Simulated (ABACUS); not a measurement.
Crystal: Ni.

```xyz
1
Lattice="0.0000 1.7376 1.7376 1.7376 0.0000 1.7376 1.7376 1.7376 0.0000" Properties=species:S:1:pos:R:3 pbc="T T T"
Ni    0.0000    0.0000    0.0000
```

Base run:

| Item | Value |
| --- | --- |
| Program | ABACUS 3.10.1 |
| Functional | r2SCAN |
| Potentials or basis | SG15 ONCV 1.2 PBE |
| Cutoff | 1361 eV |
| Density cutoff | 5442 eV |
| Basis | DZP LCAO (the cutoffs set its grid) |
| k mesh | 10 × 10 × 10 |
| Occupations | fermi-dirac, width 0.05 eV |
| Spin | collinear spin, ferromagnetic start |
| Starting moments | [1.0] μB |

Its results: band gap on the k mesh none (metal or under the smearing width); pressure 1.5 GPa; net moment 0.73 μB per cell.

The run is repeated on the same cell with these changes: functional from r2SCAN to PBE; cutoff from 1361 eV to 1333 eV; density cutoff from 5442 eV to 5333 eV; basis from DZP LCAO (the cutoffs set its grid) to plane waves. What comes out?

Band gap on the k mesh none (metal or under the smearing width); pressure 9.8 GPa; net moment 0.69 μB per cell.

Several settings changed at once, so the effect can't be laid on one alone.

Caveats: the atomic orbitals were generated for these runs and aren't a published set (some runs); the potentials were made for another functional, which shifts forces and pressure (some runs); the basis of atomic orbitals isn't converged, which shifts pressures, moduli and gaps (some runs).
